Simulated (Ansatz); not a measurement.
The bulk modulus of CdS from a series of volumes

Reference cell: an entry of the Crystallography Open Database (COD), whose atoms a relaxation with PBE at fixed cell left in place.

```
Cd S
1.0
     0.00000    2.91650    2.91650
     2.91650    0.00000    2.91650
     2.91650    2.91650    0.00000
Cd S
1 1
Direct
  0.00000 0.00000 0.00000
  0.25000 0.25000 0.25000
```

Sites (sets of like atoms) are named by element and the number of their first atom in this list.

Method: Kohn–Sham DFT in Ansatz, PBE, plane waves and PAW, scalar-relativistic, 420 eV cutoff, Γ-centred 13×13×13 k-points, Fermi–Dirac smearing 0.02 eV.

The cell is scaled uniformly, and the ions relax again at each size.

| V/V₀ | pressure (GPa) | gap on the k-mesh (eV) |
| --- | --- | --- |
| 0.94 | 7.5 | 1.27 |
| 0.96 | 5.8 | 1.23 |
| 0.98 | 4.2 | 1.19 |
| 1.00 | 2.8 | 1.15 |
| 1.02 | 1.6 | 1.10 |
| 1.04 | ? | ? |
| 1.06 | -0.5 | 1.02 |

Question: Estimate the row at V/V₀ = 1.04, the equilibrium volume and the bulk modulus.

Answer: pressure (GPa): 0.5; gap on the k-mesh (eV): 1.06. Worked: a parabola in ln(V/V₀) through the other 6 rows gives 0.5 GPa there. It crosses zero pressure at V/V₀ = 1.049, the equilibrium volume of this functional, where the bulk modulus is B = −dP/d ln V = 53 GPa. The gap falls as the cell grows, by 0.021 eV per per cent of volume.

PBE gaps are too small, by a third to a half in many semiconductors; their changes with volume are better.
